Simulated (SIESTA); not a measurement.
Ge:

```
CELL_PARAMETERS angstrom
3.99759 0.00000 0.00000
-1.99879 3.46201 0.00000
0.00000 0.00000 6.59938
ATOMIC_POSITIONS crystal
Ge 0.33333 0.66667 0.93710
Ge 0.66667 0.33333 0.43710
Ge 0.33333 0.66667 0.56290
Ge 0.66667 0.33333 0.06290
```

This isn't the form of Ge at room conditions, which is diamond.

```yaml
Program: SIESTA 5.4.2
Task: single point
Functional: PBEsol
Potentials_or_basis: PseudoDojo 0.4 standard (PBEsol files)
Basis: DZP (energy shift 0.003 Ry; two zetas on semicore shells)
Grid_cutoff: 800 Ry
Energy_shift: 0.003 Ry
k_mesh: 8 × 8 × 4
Occupations: fermi-dirac, width 0.05 eV
Spin: no spin polarisation
```

On this cell: pressure 1.3 GPa; largest force 0.029 eV/Å; band gap on the k mesh 0.10 eV, indirect (least direct gap 0.12 eV).

The same run follows on a disturbed copy (atoms moved at random, drawn with an rms of 0.05 Å):

```
Ge
1.0
     3.99759    0.00000    0.00000
    -1.99879    3.46201    0.00000
     0.00000    0.00000    6.59938
Ge
4
Direct
  0.32803 0.66489 0.93959
  0.67763 0.33919 0.43330
  0.34363 0.67052 0.56725
  0.67313 0.32691 0.06117
```

What changes?

The energy moves by +7.7 meV/atom; pressure 1.3 GPa; largest force 0.667 eV/Å; band gap on the k mesh 0.07 eV, direct.

Forces on the atoms (eV/Å):
```
Ge   0.639 -0.135 -0.137
Ge   0.033 -0.094  0.380
Ge  -0.048  0.073 -0.369
Ge  -0.624  0.156  0.125
```

Stress tensor (GPa, compression positive):
```
 1.05  0.77 -0.59
 0.77  1.22  0.19
-0.59  0.19  1.56
```

Caveats: the basis of atomic orbitals isn't converged, which shifts pressures, moduli and gaps.

A k mesh can miss the band edges.
